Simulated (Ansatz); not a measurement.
# Ti2C: the cost of one run

Computed with Ansatz 0.2.0 (DFT PBEsol, scalar-relativistic, plane waves, PAW, unless a step's input says otherwise).

1 further run of the same task is left out (set aside as unsound or not needed).

### Step 1. The starting structure

Symmetry: R-3m, No. 166, trigonal system. Conventional cell: a = 3.053 Å, b = 3.053 Å, c = 14.318 Å, α = 90.00°, β = 90.00°, γ = 120.00°. Around Ti (site symmetry 3m) lie 3 C at 2.10 Å. Around C (site symmetry -3m) lie 6 Ti at 2.10 Å.

Structure file:

```cif
data_structure
_symmetry_space_group_name_H-M 'R-3m:H'
_symmetry_Int_Tables_number 166
_cell_length_a 3.0528
_cell_length_b 3.0528
_cell_length_c 14.3182
_cell_angle_alpha 90.000
_cell_angle_beta 90.000
_cell_angle_gamma 120.000
_cell_volume 115.56
loop_
_atom_site_label
_atom_site_type_symbol
_atom_site_symmetry_multiplicity
_atom_site_Wyckoff_symbol
_atom_site_fract_x
_atom_site_fract_y
_atom_site_fract_z
_atom_site_occupancy
Ti1 Ti 6 c 0.33333 0.66667 0.91248 1
C1 C 3 b 0.66667 0.33333 0.83333 1
```

It goes back to an entry of the Materials Project, which need not be the stable form.

This cell was relaxed beforehand with the same method: volume 12.84 Å³/atom, gap on the mesh none (metal).

### Step 2. Volume × 0.97

The input, input.yaml:

```yaml
crystal:
  lattice:
    - [1.510984323, 0.8723672056, 4.7245301192]
    - [-1.510984323, 0.8723672056, 4.7245301192]
    - [0.0, -1.7447344112, 4.7245301192]
  atoms:
    - { symbol: Ti, position: [0.2458180107, 0.2458180107, 0.2458180107] }
    - { symbol: Ti, position: [0.7541819893, 0.7541819893, 0.7541819893] }
    - { symbol: C, position: [0.5, 0.5, 0.5] }
basis:
  ecutwfc: 420
kpoints:
  mp_grid: { grid: [18, 18, 18] }
hamiltonian:
  xc: pbesol
scf:
  occupations: { method: gaussian, width: 0.1 }
output:
  forces: true
  stress: true
  eigenvalues: true
relax:
  adjacent_minimum: "off"
  f_tol: 0.01
  max_steps: 30
  cell: { stress_tol: 0.1, fix: [volume] }
```

The run is started by

```
$ ansatz run input.yaml --threads 1 --pin off --max-ram 2560MiB --backend cpu --events-out ev --progress --plain --runs-dir out
```

Q: Estimate wall time and peak memory on 1 thread of Arm Neoverse V1, shared host.

About 2.1 min, with a peak of 0.62 GiB.
